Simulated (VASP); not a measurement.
# Fe (P6_3/mmc) in VASP: notebook

One crystal, Fe, is run at these levels: RPBE, LDA, PBE; tasks: single point, electrostatic potential.

Program: VASP 6.6.1. These are calculated values, not measurements. Logs are shortened: lines on timing, memory, paths and dates and some standing lists are left out, and cuts for length are marked.

**1. The structure**

The structure is hexagonal, space group P6_3/mmc (No. 194). The conventional cell has a = 2.434 Å, b = 2.434 Å, c = 3.842 Å, α = 90.00°, β = 90.00°, γ = 120.00°. Fe (site symmetry -6m2) is surrounded by 12 Fe at 2.38 to 2.43 Å.

This isn't the form of Fe at room conditions, which is bcc.

**2. Single point, RPBE, collinear spin, ferromagnetic start**

Input file INCAR:

```
PREC = Accurate
ENCUT = 520
EDIFF = 1E-6
ISMEAR = 0
SIGMA = 0.1
LREAL = False
LASPH = True
NELM = 100
ALGO = Normal
ISIF = 2
LWAVE = False
LCHARG = False
ISPIN = 2
MAGMOM = 3 3
LORBIT = 11
LMAXMIX = 4
GGA = RP
NBANDS = 19
```

Input file KPOINTS:

```
Automatic mesh
0
Gamma
  12 12 7
```

Input file POSCAR:

```
Fe
1.0
    2.4341575853      0.0000000000      0.0000000000
   -1.2170787927      2.1080423057      0.0000000000
    0.0000000000      0.0000000000      3.8419344700
Fe
2
Direct
    0.6666666667      0.3333333333      0.7500000000
    0.3333333333      0.6666666667      0.2500000000
```

Potentials or basis: VASP PAW PBE potentials, release 64 (Fe).

Launch:

```
cat potpaw_PBE.64/Fe/POTCAR > POTCAR
mpirun -np 1 vasp_std > vasp.out
```

OUTCAR:

```text
PREC = Accurate
   ENCUT = 520
   EDIFF = 1E-6
   ISMEAR = 0
   LREAL = False
   LASPH = True
   NELM = 100
   ISIF = 2
   ISPIN = 2
   LORBIT = 11
   GGA = RP

 ion  position               nearest neighbor table
   1  0.667  0.333  0.750-   2 2.38   2 2.38   2 2.38   2 2.38   2 2.38   2 2.38
   2  0.333  0.667  0.250-   1 2.38   1 2.38   1 2.38   1 2.38   1 2.38   1 2.38

  LATTYP: Found a hexagonal cell.
 ALAT       =     2.4341575853
 C/A-ratio  =     1.5783425417

  Lattice vectors:

 A1 = (   2.4341575853,   0.0000000000,   0.0000000000)
 A2 = (  -1.2170787927,   2.1080423057,   0.0000000000)
 A3 = (   0.0000000000,   0.0000000000,   3.8419344700)

Analysis of symmetry for initial positions (statically):
=====================================================================
 Subroutine PRICEL returns:
 Original cell was already a primitive cell.

 Routine SETGRP: Setting up the symmetry group for a
 hexagonal supercell.

 Subroutine GETGRP returns: Found 24 space group operations
 (whereof 12 operations were pure point group operations)
 out of a pool of 24 trial point group operations.

The static configuration has the point symmetry D_3d.
 The point group associated with its full space group is D_6h.

Analysis of symmetry for dynamics (positions and initial velocities):
=====================================================================
 Subroutine PRICEL returns:
 Original cell was already a primitive cell.

 Routine SETGRP: Setting up the symmetry group for a
 hexagonal supercell.

 Subroutine GETGRP returns: Found 24 space group operations
 (whereof 12 operations were pure point group operations)
 out of a pool of 24 trial point group operations.

The dynamic configuration has the point symmetry D_3d.
 The point group associated with its full space group is D_6h.

Analysis of structural, dynamic, and magnetic symmetry:
=====================================================================
 Subroutine PRICEL returns:
 Original cell was already a primitive cell.

 Routine SETGRP: Setting up the symmetry group for a
 hexagonal supercell.

 Subroutine GETGRP returns: Found 24 space group operations
 (whereof 12 operations were pure point group operations)
 out of a pool of 24 trial point group operations.

The overall configuration has the point symmetry D_3d.
 The point group associated with its full space group is D_6h.

 Subroutine INISYM returns: Found 24 space group operations
 (whereof 12 operations are pure point group operations),
 and found     1 'primitive' translations

----------------------------------------------------------------------------------------
[... 118 lines left out ...]
   GGA     = RP    functional components
   LHFCALC =     F    Hartree Fock is set to
   AEXX    =    0.0000 exact exchange contribution
   IVDW    =     0    specifies the selected vdW correction
   LEPSILON=     F    determine dielectric tensor
   LRPA    =     F    only Hartree local field effects (RPA)
 spin polarized calculation
 Gauss-broadening in eV      SIGMA  =   0.10
  energy-cutoff  :      520.00
  volume of cell :       19.71
 maximum number of plane-waves:       549
   NGX =  9   NGY =  9   NGZ = 15

 number of electron      16.0000009 magnetization       0.0014775

 number of electron      16.0000009 magnetization      -0.0007568

 Free energy of the ion-electron system (eV)
  ---------------------------------------------------
  ext. energy  EPLUGINS =         0.00000000
  ---------------------------------------------------
  free energy    TOTEN  =       -15.12890238 eV

  energy without entropy =      -15.11668678  energy(sigma->0) =      -15.12279458

 E-fermi :   7.4399     XC(G=0): -13.9069

 val. band max:        7.4376100305   @ k =   0.3333   0.2500   0.2857
 cond. band min:       7.4577881993   @ k =   0.4167   0.0833   0.4286
 fundamental gap:      0.0201781687
 Fermi energy:         7.4398824865

 spin component 1

 k-point     1 :       0.0000    0.0000    0.0000
  band No.  band energies     occupation
      1      -1.6964      1.00000
      2       2.2876      1.00000
      3       5.6841      1.00000
      4       5.6841      1.00000
      5       5.8350      1.00000
      6       6.1766      1.00000
[... 517 lines left out ...]
     18      31.6766      0.00000
     19      33.4438      0.00000

 [... further k-points ...]

 spin component 2

 k-point     1 :       0.0000    0.0000    0.0000
  band No.  band energies     occupation
      1      -1.6965      1.00000
      2       2.2873      1.00000
      3       5.6838      1.00000
      4       5.6838      1.00000
      5       5.8346      1.00000
      6       6.1762      1.00000
[... 517 lines left out ...]
     18      31.6763      0.00000
     19      33.4436      0.00000

 [... further k-points ...]

------------------------ aborting loop because EDIFF is reached ----------------------------------------

  FORCE on cell =-STRESS in cart. coord.  units (eV):
  Direction    XX          YY          ZZ          XY          YZ          ZX
  --------------------------------------------------------------------------------------
  -------------------------------------------------------------------------------------
  Total        1.8806170      1.8806170      2.1670562     -0.0000000      0.0000000      0.0000000
  in kB      152.8385701    152.8385701    176.1176123     -0.0000000      0.0000000      0.0000000
  external PRESSURE =     160.5982508 kB  Pullay stress =       0.0000000 kB

 VOLUME and BASIS-vectors are now :
 -----------------------------------------------------------------------------
  energy-cutoff  :      520.00
  volume of cell :       19.71
      direct lattice vectors                 reciprocal lattice vectors
     2.434157585  0.000000000  0.000000000     0.410819746  0.237186891  0.000000000
    -1.217078793  2.108042306  0.000000000     0.000000000  0.474373781  0.000000000
     0.000000000  0.000000000  3.841934470     0.000000000  0.000000000  0.260285543

 POSITION                                       TOTAL-FORCE (eV/Angst)
 -----------------------------------------------------------------------------------
      1.21708      0.70268      2.88145         0.000000     -0.000000      0.000000
     -0.00000      1.40536      0.96048        -0.000000      0.000000      0.000000
 -----------------------------------------------------------------------------------
    total drift:                                0.000000     -0.000000     -0.000000

  FREE ENERGIE OF THE ION-ELECTRON SYSTEM (eV)
  ---------------------------------------------------
  free  energy   TOTEN  =       -15.1289023810 eV

  energy  without entropy=      -15.1166867817  energy(sigma->0) =      -15.12279458

 total charge

# of ion       s       p       d       tot
------------------------------------------
    1        0.553   0.671   6.371   7.595
    2        0.553   0.671   6.371   7.595
--------------------------------------------------
tot          1.106   1.342  12.742  15.190

 magnetization (x)

# of ion       s       p       d       tot
------------------------------------------
    1        0.000   0.000  -0.000  -0.000
    2        0.000   0.000  -0.000  -0.000
--------------------------------------------------
tot          0.000   0.000  -0.000  -0.000
```

It took 60 s on 1 thread of Intel Xeon Platinum 8259CL at 2.50GHz (Skylake/Cascade Lake), shared host; peak memory 0.16 GiB.

Results:

```yaml
Free_energy: -15.1289 eV
Pressure: 16.1 GPa
Band_gap_on_the_k_mesh: none (metal or under the smearing width)
Net_moment: 0.00 μB per cell
Valence_electrons_inside_the_program's_atomic_spheres: Fe 7.59
```

Caveat: the starting moments collapsed, and a magnetic state may lie lower; so large a pressure means that the cell lies far from this level's equilibrium, or that cutoff or potentials fall short; the potentials were made for another functional, which shifts forces and pressure.

**3. Single point, RPBE, collinear spin, ferromagnetic start**

Input file run.py:

```python
from ase.calculators.vasp import Vasp
from ase.dft.bandgap import bandgap
from ase.io import read

atoms = read('Fe.cif', primitive_cell=True, subtrans_included=False)
atoms.set_initial_magnetic_moments([3.0, 3.0])
calc = Vasp(
    directory='calc',
    xc='rpbe',
    pp='PBE',
    setups='recommended',
    prec='Accurate',
    encut=520,
    ediff=1e-06,
    ismear=0,
    sigma=0.1,
    lreal=False,
    lasph=True,
    nelm=150,
    algo='Normal',
    isif=2,
    lwave=False,
    lcharg=False,
    ispin=2,
    lorbit=11,
    lmaxmix=4,
    kpts=[12, 12, 7],
    gamma=True,
    nbands=19,
)
atoms.calc = calc

print('energy (eV):', atoms.get_potential_energy())
print('free energy (eV):', atoms.get_potential_energy(force_consistent=True))
print('forces (eV/A):')
print(atoms.get_forces())
print('stress (eV/A^3, Voigt):', atoms.get_stress())
print('Fermi level (eV):', calc.get_fermi_level())
print('moment (muB):', atoms.get_magnetic_moment())
print('site moments (muB):', atoms.get_magnetic_moments())
gap, top, bottom = bandgap(calc)
print('band gap (eV):', gap, 'from (spin, k, band)', top, 'to', bottom)
```

Input file Fe.cif:

```cif
data_Fe
_cell_length_a 2.43415759
_cell_length_b 2.43415759
_cell_length_c 3.84193447
_cell_angle_alpha 90.00000000
_cell_angle_beta 90.00000000
_cell_angle_gamma 120.00000000
_space_group_name_H-M_alt 'P6_3/mmc'
_space_group_name_Hall '-P 6c 2c'
_space_group_IT_number 194
loop_
_space_group_symop_operation_xyz
'x,y,z'
'-x,-y,-z'
'x-y,x,z+1/2'
'-x+y,-x,-z+1/2'
'-y,x-y,z'
'y,-x+y,-z'
'-x,-y,z+1/2'
'x,y,-z+1/2'
'-x+y,-x,z'
'x-y,x,-z'
'y,-x+y,z+1/2'
'-y,x-y,-z+1/2'
'-y,-x,-z+1/2'
'y,x,z+1/2'
'-x,-x+y,-z'
'x,x-y,z'
'-x+y,y,-z+1/2'
'x-y,-y,z+1/2'
'y,x,-z'
'-y,-x,z'
'x,x-y,-z+1/2'
'-x,-x+y,z+1/2'
'x-y,-y,-z'
'-x+y,y,z'
loop_
_atom_site_label
_atom_site_type_symbol
_atom_site_symmetry_multiplicity
_atom_site_Wyckoff_symbol
_atom_site_fract_x
_atom_site_fract_y
_atom_site_fract_z
_atom_site_occupancy
Fe1 Fe 2 c 0.6666666667 0.3333333333 0.7500000000 1
```

Potentials or basis: VASP PAW PBE potentials, release 64 (Fe).

Launch:

```
python run.py
```

Wall time 64 s (1 thread of Intel Xeon Platinum 8259CL at 2.50GHz (Skylake/Cascade Lake), shared host); peak memory 0.16 GiB.

The run converged. Its results:

- Free energy: -15.1289 eV
- Pressure: 16.1 GPa
- Band gap on the k mesh: none (metal or under the smearing width)
- Net moment: 0.00 μB per cell
- Valence electrons inside the program's atomic spheres: Fe 7.59

Stress tensor (GPa, compression positive):
```
15.28  0.00  0.00
 0.00 15.28  0.00
 0.00  0.00 17.61
```

Levels at points of the mesh, in eV from the Fermi level:
Spin up:
| k point | band 5 | band 6 | band 7 | band 8 | band 9 | band 10 | band 11 | band 12 |
| --- | --- | --- | --- | --- | --- | --- | --- | --- |
| (0.00, 0.00, 0.00) | -1.60 | -1.26 | -1.26 | -0.92 | -0.92 | 0.54 | 0.72 | 0.72 |
| (0.50, 0.00, 0.00) | -2.08 | -1.61 | -1.13 | 0.82 | 1.06 | 1.11 | 2.76 | 4.99 |
Spin down:
| k point | band 4 | band 5 | band 6 | band 7 | band 8 | band 9 | band 10 | band 11 | band 12 | band 13 |
| --- | --- | --- | --- | --- | --- | --- | --- | --- | --- | --- |
| (0.00, 0.00, 0.00) | -1.76 | -1.61 | -1.26 | -1.26 | -0.92 | -0.92 | 0.54 | 0.72 | 0.72 | 9.12 |
| (0.50, 0.00, 0.00) | -2.16 | -2.08 | -1.61 | -1.13 | 0.82 | 1.06 | 1.11 | 2.76 | 4.99 | 11.58 |

Caveat: the starting moments collapsed, and a magnetic state may lie lower; so large a pressure means that the cell lies far from this level's equilibrium, or that cutoff or potentials fall short; the potentials were made for another functional, which shifts forces and pressure.

**4. Electrostatic potential, LDA, non-collinear spin, antiferromagnetic start (volume scaled by 1.15)**

Input file INCAR:

```
SYSTEM = Fe
ALGO = Normal
EDIFF = 1E-7
ENCUT = 520
ISIF = 2
ISMEAR = 1
LASPH = .True.
LCHARG = .True.
LMAXMIX = 4
LNONCOLLINEAR = .True.
LORBIT = 11
LREAL = .False.
LVHAR = .True.
LWAVE = .False.
MAGMOM = 3 0 0 -3 0 0
NELM = 100
PREC = Accurate
SIGMA = 0.1
```

Input file KPOINTS:

```
k-points
0
Gamma
  9 9 5
  0 0 0
```

Input file POSCAR:

```
Fe
2.5502
    1.000016262607      0.000000000000      0.000000000000
   -0.500008131323      0.866039487609      0.000000000000
    0.000000000000      0.000000000000      1.578368209631
Fe
2
Direct
    0.6666666667      0.3333333333      0.7500000000
    0.3333333333      0.6666666667      0.2500000000
```

Potentials or basis: VASP PAW LDA potentials, release 64 (Fe).

Launch:

```
cat potpaw_LDA.64/Fe/POTCAR > POTCAR
mpirun -np 1 vasp_ncl > vasp.out
```

Wall time 9.5 min (1 thread of Intel Xeon Platinum 8259CL at 2.50GHz (Skylake/Cascade Lake), shared host); peak memory 0.24 GiB.

It converged, with:

```yaml
Free_energy: -18.3089 eV
Pressure: -40.6 GPa
Band_gap_on_the_k_mesh: none (metal or under the smearing width)
Net_moment: 0.00 μB per cell
Valence_electrons_inside_the_program's_atomic_spheres: Fe 7.27
```

Stress tensor (GPa, compression positive):
```
-40.32   0.00   0.00
  0.00 -40.32   0.00
  0.00   0.00 -41.14
```

Levels at points of the mesh, in eV from the Fermi level:
| k point | band 12 | band 13 | band 14 | band 15 | band 16 | band 17 | band 18 | band 19 | band 20 | band 21 |
| --- | --- | --- | --- | --- | --- | --- | --- | --- | --- | --- |
| (0.00, 0.00, 0.00) | -1.08 | -1.08 | -1.08 | -0.78 | -0.78 | -0.78 | -0.78 | 0.57 | 0.57 | 0.57 |

Moments on the atoms (μB; x, y, z):
```
Fe   0.04  0.00  0.00
Fe  -0.04  0.00  0.00
```

Caveat: the starting moments collapsed, and a magnetic state may lie lower.

**5. Single point, PBE, collinear spin, ferromagnetic start**

Input file INCAR:

```
SYSTEM = Fe
PREC = Accurate
ENCUT = 500
EDIFF = 1E-6
ISMEAR = 0
SIGMA = 0.1
LREAL = .FALSE.
LASPH = .TRUE.
NELM = 150
ALGO = Normal
ISIF = 2
LWAVE = .FALSE.
LCHARG = .TRUE.
ISPIN = 2
MAGMOM = 3 3
LORBIT = 11
LMAXMIX = 4
GGA = PE
LELF = .TRUE.
LVHAR = .TRUE.
```

Input file KPOINTS:

```
regular mesh
0
G
  12 12 7
  0 0 0
```

Input file POSCAR:

```
Fe
2.4342
    0.999982575507      0.000000000000      0.000000000000
   -0.499991287774      0.866010313738      0.000000000000
    0.000000000000      0.000000000000      1.578315039849
Fe
2
Direct
    0.6666666667      0.3333333333      0.7500000000
    0.3333333333      0.6666666667      0.2500000000
```

Potentials or basis: VASP PAW PBE potentials, release 64 (Fe).

Launch:

```
cat potpaw_PBE.64/Fe/POTCAR > POTCAR
mpirun -np 1 vasp_std > vasp.out
```

It took 38 s on 1 thread of Intel Xeon Platinum 8259CL at 2.50GHz (Skylake/Cascade Lake), shared host; peak memory 0.15 GiB.

Results (log left out):

```yaml
Free_energy: -16.2979 eV
Pressure: 9.8 GPa
Band_gap_on_the_k_mesh: none (metal or under the smearing width)
Net_moment: 0.00 μB per cell
Valence_electrons_inside_the_program's_atomic_spheres: Fe 7.60
```

Stress tensor (GPa, compression positive):
```
 9.13  0.00  0.00
 0.00  9.13  0.00
 0.00  0.00 11.20
```

Levels at points of the mesh, in eV from the Fermi level:
Spin up:
```
           k point  band 4  band 5  band 6  band 7  band 8  band 9  band 10  band 11  band 12  band 13
(0.00, 0.00, 0.00)   -1.76   -1.61   -1.27   -1.27   -0.92   -0.92     0.55     0.72     0.72     9.11
(0.50, 0.00, 0.00)   -2.15   -2.08   -1.61   -1.13    0.82    1.06     1.11     2.76     4.99    11.57
```
Spin down:
| k point | band 6 | band 7 | band 8 | band 9 | band 10 | band 11 |
| --- | --- | --- | --- | --- | --- | --- |
| (0.00, 0.00, 0.00) | -1.27 | -1.27 | -0.92 | -0.92 | 0.55 | 0.72 |
| (0.50, 0.00, 0.00) | -1.61 | -1.13 | 0.82 | 1.06 | 1.11 | 2.76 |

Caveat: the starting moments collapsed, and a magnetic state may lie lower.

**6. For comparison**

An earlier run on the cell as given: functional PBE; potentials or basis VASP PAW PBE potentials, release 64 (Fe); cutoff 520 eV; k mesh 12 × 12 × 7; occupations fermi-dirac, width 0.05 eV; collinear spin, ferromagnetic start; starting moments [3.0, 3.0] μB.

* Pressure: 9.8 GPa
* Band gap on the k mesh: none (metal or under the smearing width)
* Net moment: 0.00 μB per cell
* Valence electrons inside the program's atomic spheres: Fe 7.60
